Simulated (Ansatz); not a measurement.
# ZnSe: the cost of one run

Method: DFT PBE, scalar-relativistic, plane waves, PAW, in Ansatz 0.2.0.

1 further run of the same task is left out (set aside as unsound or not needed). Runs told in other sessions of the task aren't counted.

## 1. The starting structure

It takes space group F-43m (No. 216, cubic). The conventional cell has a = 5.732 Å, b = 5.732 Å, c = 5.732 Å, α = 90.00°, β = 90.00°, γ = 90.00°. Zn (site symmetry -43m) has 4 Se at 2.48 Å in its first shell of neighbours. Around Se (site symmetry -43m) lie 4 Zn at 2.48 Å.

Structure file:

```cif
data_structure
_symmetry_space_group_name_H-M 'F-43m'
_symmetry_Int_Tables_number 216
_cell_length_a 5.7318
_cell_length_b 5.7318
_cell_length_c 5.7318
_cell_angle_alpha 90.000
_cell_angle_beta 90.000
_cell_angle_gamma 90.000
_cell_volume 188.31
loop_
_atom_site_label
_atom_site_type_symbol
_atom_site_symmetry_multiplicity
_atom_site_Wyckoff_symbol
_atom_site_fract_x
_atom_site_fract_y
_atom_site_fract_z
_atom_site_occupancy
Zn1 Zn 4 a 0.00000 0.00000 0.00000 1
Se1 Se 4 c 0.25000 0.25000 0.25000 1
```

It is the result of an earlier relaxation at this level (volume 23.54 Å³/atom; gap on the mesh: 1.15 eV).

## 2. The reference cell

Reference values: F = -8789.5364 eV; pressure 0.03 GPa; largest force 0.000 eV/Å; gap on the mesh 1.15 eV. It was computed beforehand with the settings of the runs below.

## 3. Normal modes

Input file input.yaml:

```yaml
crystal:
  lattice:
    - [0.0, 2.8659201403, 2.8659201403]
    - [2.8659201403, 0.0, 2.8659201403]
    - [2.8659201403, 2.8659201403, 0.0]
  atoms:
    - { symbol: Zn, position: [0.0, 0.0, 0.0] }
    - { symbol: Se, position: [0.75, 0.75, 0.75] }
basis:
  ecutwfc: 420
kpoints:
  mp_grid: { grid: [8, 8, 8] }
hamiltonian:
  xc: pbe
scf:
  occupations: { method: gaussian, width: 0.05 }
output:
  eigenvalues: true
phonons:
  method: fd
  supercell: [1, 1, 1]
  amplitude: 0.02
  eigenvectors: true
  dielectric: false
```

Started as:

```bash
> ansatz run input.yaml --threads 2 --pin off --max-ram 5120MiB --backend cpu --events-out ev --progress --plain --runs-dir out
```

Q: Estimate wall time and peak memory on 2 threads of Arm Neoverse V2, shared host.

About 8 s, with a peak of 0.41 GiB.
